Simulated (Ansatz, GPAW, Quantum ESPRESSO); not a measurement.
## HfC: equilibrium volume by level of theory

**What was measured.** The equilibrium volume of HfC (Fm-3m) is reported as 12.5 Å³/atom (a printed reference work). The runs below try to reproduce it.

Symmetry: Fm-3m, No. 225, cubic system. Conventional cell: a = 4.650 Å, b = 4.650 Å, c = 4.650 Å, α = 90.00°, β = 90.00°, γ = 90.00°. Around Hf (site symmetry m-3m) lie 6 C at 2.33 Å. Around C (site symmetry m-3m) lie 6 Hf at 2.33 Å.

```csv
rung,level,program and potentials,cutoff (eV),k mesh,smearing,task,core time,chip,equilibrium volume (Å³/atom),miss,notes
GGA,PBE,"Ansatz, Ansatz PAW",420,10 × 10 × 10,fermi-dirac 0.05,equation of state,13 s,Arm Neoverse V1,12.58,+0.6 %,-
GGA + dispersion,revPBE+D3(BJ),"Ansatz, all-electron LAPW, scalar-relativistic",-,10 × 10 × 10,fermi-dirac 0.05,relaxation of cell and atoms,27 s,Arm Neoverse V2,12.26,-1.9 %,-
meta-GGA,r2SCAN,"Ansatz, Ansatz PAW",500,10 × 10 × 10,fermi-dirac 0.05,equation of state,28 s,Arm Neoverse V1,12.50,+0.0 %,"potentials made for PBE, which Ansatz adapts in part"
GGA,PBEsol,"GPAW, PAW data sets generated for this functional",800,8 × 8 × 8,fermi-dirac 0.05,equation of state,92 s,Arm Neoverse V2,12.31,-1.5 %,-
GGA,RPBE,"GPAW, the program's PAW data sets (release 1.2.1) made for this functional",800,8 × 8 × 8,fermi-dirac 0.05,equation of state,1.9 min,Arm Neoverse V1,12.88,+3.0 %,-
GGA + dispersion,PBE+D3(BJ),"Quantum ESPRESSO, PseudoDojo 0.4.1 SR PBE standard",1116,10 × 10 × 10,fermi-dirac 0.05,equation of state,2.5 min,Arm Neoverse V2,12.38,-1.0 %,-
Hartree-Fock,HF,"Ansatz, Ansatz PAW",420,5 × 5 × 5,fermi-dirac 0.05,relaxation of cell and atoms,3 min,Arm Neoverse V1,13.42,+7.4 %,"coarse mesh; potentials made for PBE, which Ansatz adapts in part"
```

Times are single runs on shared hosts and different chips, so they are rough; meshes, cutoffs and the tasks' sizes weigh on the time. All rows: no spin polarisation. Smearing widths are in eV. For a metal such meshes aren't converged. Meshes differ between rows, which moves values too. Meshes are those of the run's cell of 2 atoms unless a note names another. Relaxations start from the cell shown or near it and stop with a little pressure left. The cell shown, of 12.57 Å³ an atom, is the runs' start and not the measured value. Misses use the values as printed. Runs on faulty files, with rough fits or with known faults for this quantity aren't shown. No row holds spin-orbit coupling.

By rung: GGA 12.31 to 12.88; GGA + dispersion 12.26 to 12.38; meta-GGA 12.50; Hartree-Fock on coarse meshes 13.42 (Å³/atom). Measured: 12.5 Å³/atom (a printed reference work). Closest, coarse meshes and atomic bases left aside, is r2SCAN (+0.0 %), and PBE misses by +0.6 % on plain settings. The runs are for a static lattice, while measurements hold temperature and zero-point motion.
